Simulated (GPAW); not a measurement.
Here is a GPAW 26.7.0 calculation.

File run.py:

```python
from ase.dft.bandgap import bandgap
from ase.io import read, write
from ase.units import GPa
from gpaw import GPAW, PW

atoms = read('As.cif')

calc = GPAW(mode=PW(500),
            xc='LDA',
            kpts={'size': (7, 7, 7), 'gamma': True},
            occupations={'name': 'fermi-dirac', 'width': 0.05},
            nbands=13,
            maxiter=120,
            txt='gpaw.txt')
atoms.calc = calc
energy = atoms.get_potential_energy()
forces = atoms.get_forces()
stress = atoms.get_stress()
calc.write('gs.gpw')
write('result.traj', atoms)
print(f'Energy: {energy:.6f} eV')
print('Forces (eV/A):')
print(forces.round(4))
print('Stress (GPa):', (stress / GPa).round(3))
print('Fermi level:', round(calc.get_fermi_level(), 4), 'eV')
print(f'Gap: {bandgap(calc)[0]:.4f} eV, direct: {bandgap(calc, direct=True)[0]:.4f} eV')
```

The input As.cif:

```cif
data_As
_cell_length_a 4.13100000
_cell_length_b 4.13100000
_cell_length_c 4.13100000
_cell_angle_alpha 54.16700000
_cell_angle_beta 54.16700000
_cell_angle_gamma 54.16700000
_space_group_name_H-M_alt 'P1'
_space_group_name_Hall 'P 1'
_space_group_IT_number 1
loop_
_space_group_symop_operation_xyz
'x,y,z'
loop_
_atom_site_label
_atom_site_type_symbol
_atom_site_symmetry_multiplicity
_atom_site_Wyckoff_symbol
_atom_site_fract_x
_atom_site_fract_y
_atom_site_fract_z
_atom_site_occupancy
As1 As 1 a 0.2260000000 0.2260000000 0.2260000000 1
As2 As 1 a 0.7740000000 0.7740000000 0.7740000000 1
```

Potentials or basis: the program's PAW data sets (release 1.2.1) made for this functional, pw.

Command:

```bash
$ OMP_NUM_THREADS=1 python run.py
```

Question: Predict the band gap on the k mesh.

Answer: None (metal or under the smearing width).

Question: Estimate the pressure.

Answer: -1.2 GPa.

Question: Estimate the largest force.

Answer: 0.278 eV/Å.

Forces on the atoms (eV/Å):
```
As   0.236  0.121  0.082
As  -0.236 -0.121 -0.082
```

Caveat: the cutoff is short for stress and forces, so pressures can be off by a GPa or more.
